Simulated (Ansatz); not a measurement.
# BN (P6_3mc) in Ansatz: notebook

Aim: see how the results for BN move with the level of theory and the settings. Levels: PBEsol, PBE. Tasks: band structure, single point.

Program: Ansatz 0.2.0. These are calculated values, not measurements. Logs are shortened: lines on timing, memory, paths and dates and some standing lists are left out, and cuts for length are marked.

### 1 The structure

Symmetry: P6_3mc, No. 186, hexagonal system. Conventional cell: a = 2.554 Å, b = 2.554 Å, c = 4.227 Å, α = 90.00°, β = 90.00°, γ = 120.00°. N (site symmetry 3m) is surrounded by 4 B at 1.57 to 1.58 Å. B (site symmetry 3m) has 4 N at 1.57 to 1.58 Å as nearest neighbours.

Measurements of this composition are mostly on another form, of space group No. 194.

### 2 Band structure, PBEsol

The input, input.yaml:

```yaml
crystal:
  lattice:
    - [2.5539396017, 0.0, 0.0]
    - [-1.2769698009, 2.2117765748, 0.0]
    - [0.0, 0.0, 4.226855]
  atoms:
    - { symbol: "N", position: [0.3333333333, 0.6666666667, 0.125276] }
    - { symbol: "N", position: [0.6666666667, 0.3333333333, 0.625276] }
    - { symbol: B, position: [0.3333333333, 0.6666666667, 0.499724] }
    - { symbol: B, position: [0.6666666667, 0.3333333333, 0.999724] }
kpoints:
  mp_grid: { grid: [12, 12, 6] }
  band_path:
    path:
      - [0.0, 0.0, 0.0]
      - [0.5, 0.0, 0.0]
      - [0.3333333333, 0.3333333333, 0.0]
      - [0.0, 0.0, 0.0]
      - [0.0, 0.0, 0.5]
      - [0.5, 0.0, 0.5]
      - [0.3333333333, 0.3333333333, 0.5]
      - [0.0, 0.0, 0.5]
    npoints: 12
scf:
  occupations: { method: fermi_dirac, width: 0.05 }
hamiltonian:
  xc: pbesol
  pseudopotentials: { kind: all_electron, lapw: { basis_error: 0.002 } }
output:
  forces: true
  stress: true
  eigenvalues: true
```

Potentials or basis: all-electron LAPW, scalar-relativistic.

Started as:

```console
$ ansatz run input.yaml --threads 2 --pin off --max-ram 8192MiB --backend cpu --events-out ev --progress --plain --runs-dir out
```

What it wrote:

```text
Warning: RAYON_NUM_THREADS=2 ignored (pool sized by the plan → 2); use --threads N
LAPW: plane waves up to 10.358 Å⁻¹, error target 2.0e-3 eV per atom; small_component_spin mean_spin; B in spheres of 0.735 Å, 5 of its electrons in bands, Dirac shells []; N in spheres of 0.833 Å, 7 of its electrons in bands, Dirac shells [] (how accurate: hamiltonian.pseudopotentials.lapw.basis_error, Limitations)
Engine: ansatz 0.2.0, aarch64-unknown-linux-gnu
Pseudopotentials: kind: all_electron
Pseudopotential: N, LAPW, valence charge 7, lapw/all_electron/scalar/gaussian/N, Koelling and Harmon's equation, gaussian nucleus
Pseudopotential: B, LAPW, valence charge 5, lapw/all_electron/scalar/gaussian/B, Koelling and Harmon's equation, gaussian nucleus
Functional definition: PBEsol
  exchange = pbesol_x
  correlation = pbesol_c
Crystal: 4 atoms, lattice volume = 23.876 Å³
Basis set: ecut = 408.7570901963918 eV, 451 PW (Γ), exchange–correlation at level 2
Bands: 16, of which v1, the nominal top of the filled ones, is band 12 counted from 1 (11 counted from 0)
Symmetry: 12 space group operations
Space group: P63mc (ITA 186), of the structure as read, at distance tolerance 2.9e-5 Å
k-points: 76 of 864 (time reversal used)
Non-local potential: N, projectors of the file, none
Non-local potential: B, projectors of the file, none
Initial density: superposition of atomic densities (chi_scale 0.1, normalization cell, long waves kept (reshape's long-wave potential 0.00 eV rms))
Initial wavefunctions: plane waves of lowest kinetic energy (no species holds an atomic orbital)
Functional: x = pbesol(κ = 0.804, μ = 0.12345679012345678), c = pbesol(β = 0.046)
iter 1 solved again at ethr=1.74e-2 eV; its pass at ethr=1.00e-1 eV (dr2=4.17e0 eV) is discarded
SCF iter   1: F=—  HF=-4322.362780 eV  |F-HF|=—  |Δ(HF+E_count)|=         —  Δρ=1.48e-1  dr2=4.17e0  ethr=1.74e-2  ⟨swp⟩=2.0  Hψ=9266  notcnv=0
preconditioner: auto → none  [insulator: Δε(μ)=6.837 eV  Ē_g=18.146 eV  σ=0.050 eV  W_gap=1.00  n_scr=2 (ndim 8)  ℏωp=30.4 eV  f_vac=0.000  D(μ)=0.00/eV (n_scr^D=0)  ε∞_Penn≈3.8]
iter 2 solved again at ethr=1.69e-3 eV; its pass at ethr=1.74e-2 eV (dr2=4.06e-1 eV) is discarded
SCF iter   2: F=—  HF=-4320.632620 eV  |F-HF|=—  |Δ(HF+E_count)|=    1.73e0  Δρ=5.08e-2  dr2=4.06e-1  ethr=1.69e-3  ⟨swp⟩=2.0  Hψ=6483  notcnv=0
SCF iter   3: F=—  HF=-4320.462813 eV  |F-HF|=—  |Δ(HF+E_count)|=   1.70e-1  Δρ=2.27e-2  dr2=8.56e-2  ethr=1.69e-3  ⟨swp⟩=2.4  Hψ=3615  notcnv=0
SCF iter   4: F=—  HF=-4320.445209 eV  |F-HF|=—  |Δ(HF+E_count)|=         —  Δρ=8.02e-3  dr2=1.09e-2  ethr=3.57e-4  ⟨swp⟩=2.1  Hψ=3480  notcnv=0
the basis was enlarged: its passes take 2.4 MiB over the memory plan, 2 of 2 planned eigensolver slots
SCF iter   5: F=—  HF=-4320.443048 eV  |F-HF|=—  |Δ(HF+E_count)|=   2.16e-3  Δρ=1.33e-3  dr2=3.18e-4  ethr=4.55e-5  ⟨swp⟩=2.4  Hψ=3413  notcnv=0
SCF iter   6: F=—  HF=-4320.443000 eV  |F-HF|=—  |Δ(HF+E_count)|=   4.74e-5  Δρ=1.07e-4  dr2=2.21e-6  ethr=1.32e-6  ⟨swp⟩=2.4  Hψ=3321  notcnv=0
SCF iter   7: F=-4320.443000 eV  HF=-4320.443000 eV  |F-HF|=7.37e-10  |Δ(HF+E_count)|=   4.70e-8  Δρ=5.48e-6  dr2=4.76e-9  ethr=9.22e-9  ⟨swp⟩=3.0  Hψ=3507  notcnv=0
SCF 1 converged in 7 iterations: F = -4320.443000 eV  dr2 = 4.76e-9
NSCF: frozen V_eff on 85 k-points
SCF converged after 7 iterations
Free energy (F): -4320.443000 eV
Harris-Foulkes:  -4320.443000 eV  (|F-HF|=7.37e-10)
Internal energy: -4320.443000 eV  (E = F + TS)
E sigma→0 (E₀):  -4320.443000 eV
Fermi energy:    13.899195 eV
--- Per-component energies (eV) ---
  E_band       = -2035.896890
  E_kinetic    = 4301.186202
  E_xc         = -582.173882
  E_electrostatic = -8039.455320  (all electrons and nuclei)
  E_smearing   = -0.000000  (= −TS)
  E_closure    = 0.000000  (closes the sum)
  E_atoms      = -4283.694674  (free atoms, spherical and without spin; not in F)
  Σ components = -4320.443000   (vs F -4320.443000, Δ=0.00e0)
  Basis errors (estimates in eV, not in F): energy 1.1e-3 per atom: plane waves 1.0e-3 (6.2e-4 summed), levels above the bands 3.2e-66, relativity 6.1e-9, radial functions 8.3e-5, core shells 0.0e0; eigenvalues (radial functions only) 6.5e-6; not estimated: angular momenta, meshes, grids; target (lapw.basis_error) 2.0e-3; muffin-tin radii B 0.735 Å, N 0.833 Å
--- Forces (eV/Å), atoms counted from 1 ---
  atom   1  N     -0.00000000    -0.00000000    -0.01338749
  atom   2  N     -0.00000000     0.00000000    -0.01338749
  atom   3  B     -0.00000000    -0.00000000     0.01343029
  atom   4  B      0.00000000     0.00000000     0.01343029
  max |Σ_I F_I| component: 8.56e-5 eV/Å
--- Stress (GPa, compression-positive) ---
       -5.698360      -0.000000       0.000000
       -0.000000      -5.698360       0.000000
        0.000000       0.000000      -6.266364
  P = ⅓ Tr σ = -5.8877 GPa (-58.877 kbar)
--- Band table (eV; the first three rows and the last of 76) ---
  k-point 0: bands = ["-362.3701", "-362.3701", "-160.2257", "-160.2255", "-8.9015", "-4.7540", "0.4913", "9.2968", "9.2968", "11.1269", "11.4066", "11.4066", "19.6800", "19.6800", "19.8720", "20.7682"]
  k-point 1: bands = ["-362.3701", "-362.3701", "-160.2256", "-160.2255", "-8.7360", "-5.3232", "1.3539", "9.4135", "9.4135", "10.2294", "11.2311", "11.2311", "19.8772", "19.8772", "20.2423", "20.7648"]
  k-point 2: bands = ["-362.3701", "-362.3701", "-160.2256", "-160.2256", "-8.2454", "-6.4159", "3.3052", "8.1478", "9.7459", "9.7459", "10.7849", "10.7849", "20.4254", "20.4254", "20.6472", "20.7582"]
  k-point 75: bands = ["-362.3701", "-362.3701", "-160.2255", "-160.2255", "-3.4483", "-3.4483", "2.5955", "2.5955", "3.6636", "3.6636", "8.3812", "8.3812", "20.5649", "20.5649", "21.3641", "21.3641"]
```

Wall time 12 s (2 threads of Arm Neoverse V2, shared host); peak memory 0.32 GiB.

Results:

* Free energy: -4320.4430 eV
* Pressure: -5.9 GPa
* Largest force: 0.013 eV/Å
* Band gap on the k mesh: 4.98 eV, indirect (least direct gap 8.15 eV)
* Band gap along the path: 4.98 eV, indirect (least direct gap 8.13 eV)

Forces on the atoms (eV/Å):
```
N    0.000  0.000 -0.013
N    0.000  0.000 -0.013
B    0.000  0.000  0.013
B    0.000  0.000  0.013
```

Stress tensor (GPa, compression positive):
```
-5.70  0.00  0.00
 0.00 -5.70  0.00
 0.00  0.00 -6.27
```

Levels at the corners of the path, in eV from the valence-band top:
| point | band 10 | band 11 | band 12 | band 13 | band 14 | band 15 |
| --- | --- | --- | --- | --- | --- | --- |
| Γ | -0.28 | 0.00 | 0.00 | 8.27 | 8.27 | 8.47 |
| M | -4.96 | -4.43 | -2.10 | 6.53 | 7.78 | 10.47 |
| K | -5.44 | -5.41 | -5.41 | 4.98 | 13.31 | 13.31 |
| Γ | -0.28 | 0.00 | 0.00 | 8.27 | 8.27 | 8.47 |
| A | -1.17 | -1.17 | -1.17 | 9.34 | 9.34 | 9.81 |
| L | -3.75 | -3.56 | -3.56 | 6.41 | 6.41 | 9.86 |
| H | -7.74 | -3.03 | -3.03 | 9.16 | 9.16 | 9.96 |
| A | -1.17 | -1.17 | -1.17 | 9.34 | 9.34 | 9.81 |

### 3 Band structure, PBEsol

input.yaml, as its differences from that of step 2:

```diff
@@ -27,3 +27,6 @@
   xc: pbesol
-  pseudopotentials: { kind: all_electron, lapw: { basis_error: 0.002 } }
+  pseudopotentials:
+    kind: all_electron
+    lapw: { basis_error: 0.002 }
+    relativity: none
 output:
```

Potentials or basis: all-electron LAPW, non-relativistic.

Started as:

```console
$ ansatz run input.yaml --threads 2 --pin off --max-ram 8192MiB --backend cpu --events-out ev --progress --plain --runs-dir out
```

What it wrote:

```text
Warning: RAYON_NUM_THREADS=2 ignored (pool sized by the plan → 2); use --threads N
LAPW: plane waves up to 10.358 Å⁻¹, error target 2.0e-3 eV per atom; B in spheres of 0.735 Å, 5 of its electrons in bands, Dirac shells []; N in spheres of 0.833 Å, 7 of its electrons in bands, Dirac shells [] (how accurate: hamiltonian.pseudopotentials.lapw.basis_error, Limitations)
Engine: ansatz 0.2.0, aarch64-unknown-linux-gnu
Pseudopotentials: kind: all_electron
Pseudopotential: N, LAPW, valence charge 7, lapw/all_electron/none/N, Schrödinger's equation, point nucleus
Pseudopotential: B, LAPW, valence charge 5, lapw/all_electron/none/B, Schrödinger's equation, point nucleus
Functional definition: PBEsol
  exchange = pbesol_x
  correlation = pbesol_c
Crystal: 4 atoms, lattice volume = 23.876 Å³
Basis set: ecut = 408.7740771438037 eV, 451 PW (Γ), exchange–correlation at level 2
Bands: 16, of which v1, the nominal top of the filled ones, is band 12 counted from 1 (11 counted from 0)
Symmetry: 12 space group operations
Space group: P63mc (ITA 186), of the structure as read, at distance tolerance 2.9e-5 Å
k-points: 76 of 864 (time reversal used)
Non-local potential: N, projectors of the file, none
Non-local potential: B, projectors of the file, none
Initial density: superposition of atomic densities (chi_scale 0.1, normalization cell, long waves kept (reshape's long-wave potential 0.00 eV rms))
Initial wavefunctions: plane waves of lowest kinetic energy (no species holds an atomic orbital)
Functional: x = pbesol(κ = 0.804, μ = 0.12345679012345678), c = pbesol(β = 0.046)
iter 1 solved again at ethr=1.74e-2 eV; its pass at ethr=1.00e-1 eV (dr2=4.18e0 eV) is discarded
SCF iter   1: F=—  HF=-4320.262692 eV  |F-HF|=—  |Δ(HF+E_count)|=         —  Δρ=1.48e-1  dr2=4.17e0  ethr=1.74e-2  ⟨swp⟩=2.0  Hψ=9266  notcnv=0
preconditioner: auto → none  [insulator: Δε(μ)=6.840 eV  Ē_g=18.148 eV  σ=0.050 eV  W_gap=1.00  n_scr=2 (ndim 8)  ℏωp=30.4 eV  f_vac=0.000  D(μ)=0.00/eV (n_scr^D=0)  ε∞_Penn≈3.8]
iter 2 solved again at ethr=1.69e-3 eV; its pass at ethr=1.74e-2 eV (dr2=4.06e-1 eV) is discarded
SCF iter   2: F=—  HF=-4318.528940 eV  |F-HF|=—  |Δ(HF+E_count)|=    1.73e0  Δρ=5.08e-2  dr2=4.07e-1  ethr=1.69e-3  ⟨swp⟩=2.0  Hψ=6485  notcnv=0
SCF iter   3: F=—  HF=-4318.359121 eV  |F-HF|=—  |Δ(HF+E_count)|=   1.70e-1  Δρ=2.27e-2  dr2=8.56e-2  ethr=1.69e-3  ⟨swp⟩=2.4  Hψ=3614  notcnv=0
SCF iter   4: F=—  HF=-4318.341531 eV  |F-HF|=—  |Δ(HF+E_count)|=         —  Δρ=8.05e-3  dr2=1.10e-2  ethr=3.56e-4  ⟨swp⟩=2.1  Hψ=3480  notcnv=0
the basis was enlarged: its passes take 2.6 MiB over the memory plan, 2 of 2 planned eigensolver slots
SCF iter   5: F=—  HF=-4318.339352 eV  |F-HF|=—  |Δ(HF+E_count)|=   2.18e-3  Δρ=1.34e-3  dr2=3.22e-4  ethr=4.58e-5  ⟨swp⟩=2.4  Hψ=3415  notcnv=0
SCF iter   6: F=—  HF=-4318.339303 eV  |F-HF|=—  |Δ(HF+E_count)|=   4.84e-5  Δρ=1.08e-4  dr2=2.26e-6  ethr=1.34e-6  ⟨swp⟩=2.4  Hψ=3321  notcnv=0
SCF iter   7: F=-4318.339303 eV  HF=-4318.339303 eV  |F-HF|=7.44e-10  |Δ(HF+E_count)|=   4.10e-8  Δρ=5.53e-6  dr2=4.87e-9  ethr=9.43e-9  ⟨swp⟩=3.0  Hψ=3506  notcnv=0
SCF 1 converged in 7 iterations: F = -4318.339303 eV  dr2 = 4.87e-9
NSCF: frozen V_eff on 85 k-points
SCF converged after 7 iterations
Free energy (F): -4318.339303 eV
Harris-Foulkes:  -4318.339303 eV  (|F-HF|=7.44e-10)
Internal energy: -4318.339303 eV  (E = F + TS)
E sigma→0 (E₀):  -4318.339303 eV
Fermi energy:    13.900832 eV
--- Per-component energies (eV) ---
  E_band       = -2034.553667
  E_kinetic    = 4294.929915
  E_xc         = -581.860433
  E_electrostatic = -8031.408785  (all electrons and nuclei)
  E_smearing   = -0.000000  (= −TS)
  E_closure    = -0.000000  (closes the sum)
  E_atoms      = -4281.557843  (free atoms, spherical and without spin; not in F)
  Σ components = -4318.339303   (vs F -4318.339303, Δ=0.00e0)
  Basis errors (estimates in eV, not in F): energy 1.1e-3 per atom: plane waves 1.0e-3 (6.2e-4 summed), levels above the bands 3.1e-66, relativity 0.0e0, radial functions 8.3e-5, core shells 0.0e0; eigenvalues (radial functions only) 6.5e-6; not estimated: angular momenta, meshes, grids; target (lapw.basis_error) 2.0e-3; muffin-tin radii B 0.735 Å, N 0.833 Å
--- Forces (eV/Å), atoms counted from 1 ---
  atom   1  N     -0.00000000    -0.00000000    -0.01281073
  atom   2  N      0.00000000     0.00000000    -0.01281073
  atom   3  B     -0.00000000    -0.00000000     0.01285363
  atom   4  B      0.00000000     0.00000000     0.01285363
  max |Σ_I F_I| component: 8.58e-5 eV/Å
--- Stress (GPa, compression-positive) ---
       -5.560053      -0.000000      -0.000000
       -0.000000      -5.560053       0.000000
       -0.000000       0.000000      -6.129262
  P = ⅓ Tr σ = -5.7498 GPa (-57.498 kbar)
--- Band table (eV; the first three rows and the last of 76) ---
  k-point 0: bands = ["-362.1246", "-362.1246", "-160.1653", "-160.1652", "-8.8836", "-4.7310", "0.4942", "9.2976", "9.2976", "11.1277", "11.4074", "11.4074", "19.6834", "19.6834", "19.8804", "20.7944"]
  k-point 1: bands = ["-362.1246", "-362.1246", "-160.1653", "-160.1652", "-8.7181", "-5.3020", "1.3584", "9.4142", "9.4142", "10.2318", "11.2319", "11.2319", "19.8807", "19.8807", "20.2486", "20.7900"]
  k-point 2: bands = ["-362.1246", "-362.1246", "-160.1653", "-160.1652", "-8.2273", "-6.3965", "3.3111", "8.1525", "9.7467", "9.7467", "10.7857", "10.7857", "20.4288", "20.4288", "20.6579", "20.7807"]
  k-point 75: bands = ["-362.1246", "-362.1246", "-160.1651", "-160.1651", "-3.4234", "-3.4234", "2.6001", "2.6001", "3.6642", "3.6642", "8.3819", "8.3819", "20.5800", "20.5800", "21.3673", "21.3673"]
```

Wall time 12 s (2 threads of Arm Neoverse V2, shared host); peak memory 0.32 GiB.

Results:

| Property | Result |
| --- | --- |
| Free energy | -4318.3393 eV |
| Pressure | -5.7 GPa |
| Largest force | 0.013 eV/Å |
| Band gap on the k mesh | 4.98 eV, indirect (least direct gap 8.16 eV) |
| Band gap along the path | 4.98 eV, indirect (least direct gap 8.14 eV) |

Forces in eV/Å, atoms in the order of the input:
```
N    0.000  0.000 -0.013
N    0.000  0.000 -0.013
B    0.000  0.000  0.013
B    0.000  0.000  0.013
```

Levels at the corners of the path, in eV from the valence-band top:
```tsv
point	band 10	band 11	band 12	band 13	band 14	band 15
Γ	-0.28	0.00	0.00	8.28	8.28	8.47
M	-4.96	-4.43	-2.10	6.54	7.78	10.47
K	-5.44	-5.41	-5.41	4.98	13.32	13.32
Γ	-0.28	0.00	0.00	8.28	8.28	8.47
A	-1.17	-1.17	-1.17	9.35	9.35	9.82
L	-3.75	-3.56	-3.56	6.42	6.42	9.87
H	-7.74	-3.03	-3.03	9.17	9.17	9.96
A	-1.17	-1.17	-1.17	9.35	9.35	9.82
```

[end of part 1 of 2]
